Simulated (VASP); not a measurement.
HfO2:

```
Hf O
1.0
     5.11800    0.00000    0.00000
     0.00000    5.18570    0.00000
    -0.85866    0.00000    5.21387
Hf O
4 8
Direct
  0.27550 0.03970 0.20800
  0.72450 0.53970 0.29200
  0.72450 0.96030 0.79200
  0.27550 0.46030 0.70800
  0.44870 0.75810 0.48010
  0.55130 0.25810 0.01990
  0.55130 0.24190 0.51990
  0.44870 0.74190 0.98010
  0.07420 0.33160 0.34670
  0.92580 0.83160 0.15330
  0.92580 0.66840 0.65330
  0.07420 0.16840 0.84670
```

```yaml
Program: VASP 6.6.1
Task: relaxation of cell and atoms
Functional: PBE
Potentials_or_basis: VASP PAW PBE potentials, release 64 (Hf_pv, O)
Cutoff: 600 eV
k_mesh: 4 × 4 × 4
Occupations: gaussian, width 0.05 eV
Spin: no spin polarisation
```

At the start: pressure 2.4 GPa; volume 11.53 Å³/atom.

How do energy, volume and symmetry change on relaxing?

Over 24 steps the energy falls by 3.2 meV/atom and the volume is 11.66 Å³/atom (+1.1 %); space group P2_1/c (No. 14, to 0.05 Å).

The path:
```
step  energy change (eV)  largest force (eV/Å)  pressure (GPa)  volume (Å³)
   1              0.0000                0.4574            2.42       138.38
   2              0.0035                0.4215           -3.93       141.90
   3             -0.0249                0.1883           -0.74       140.06
   4             -0.0337                0.1010            0.03       139.66
   5             -0.0337                0.1035            0.06       139.64
   6             -0.0362                0.0428            0.06       139.64
   7             -0.0368                0.0500            0.07       139.64
   8             -0.0372                0.0395            0.00       139.75
   9             -0.0372                0.0194            0.02       139.72
  10             -0.0374                0.0134           -0.07       139.78
  11             -0.0374                0.0135           -0.06       139.78
  12             -0.0374                0.0125            0.07       139.72
  13             -0.0374                0.0128            0.08       139.71
  14             -0.0375                0.0125            0.04       139.75
  15             -0.0376                0.0154           -0.07       139.83
  16             -0.0376                0.0151           -0.05       139.83
  17             -0.0377                0.0182           -0.01       139.82
  18             -0.0377                0.0304            0.09       139.82
  19             -0.0377                0.0248            0.04       139.82
  20             -0.0378                0.0205            0.01       139.84
  21             -0.0379                0.0191           -0.06       139.89
  22             -0.0380                0.0144            0.00       139.87
  23             -0.0380                0.0152            0.05       139.85
  24             -0.0381                0.0097           -0.01       139.89
```

Final structure:
```cif
data_structure
_symmetry_space_group_name_H-M 'P 1'
_symmetry_Int_Tables_number 1
_cell_length_a 5.1386
_cell_length_b 5.1903
_cell_length_c 5.3208
_cell_angle_alpha 90.000
_cell_angle_beta 99.687
_cell_angle_gamma 90.000
_cell_volume 139.89
loop_
_atom_site_label
_atom_site_type_symbol
_atom_site_fract_x
_atom_site_fract_y
_atom_site_fract_z
_atom_site_occupancy
Hf1 Hf 0.27587 0.04263 0.20792 1
Hf2 Hf 0.72413 0.54263 0.29208 1
Hf3 Hf 0.72413 0.95737 0.79208 1
Hf4 Hf 0.27587 0.45737 0.70792 1
O1 O 0.44903 0.75737 0.47739 1
O2 O 0.55097 0.25737 0.02261 1
O3 O 0.55097 0.24263 0.52261 1
O4 O 0.44903 0.74263 0.97739 1
O5 O 0.06766 0.32971 0.34732 1
O6 O 0.93234 0.82971 0.15268 1
O7 O 0.93234 0.67029 0.65268 1
O8 O 0.06766 0.17029 0.84732 1
```
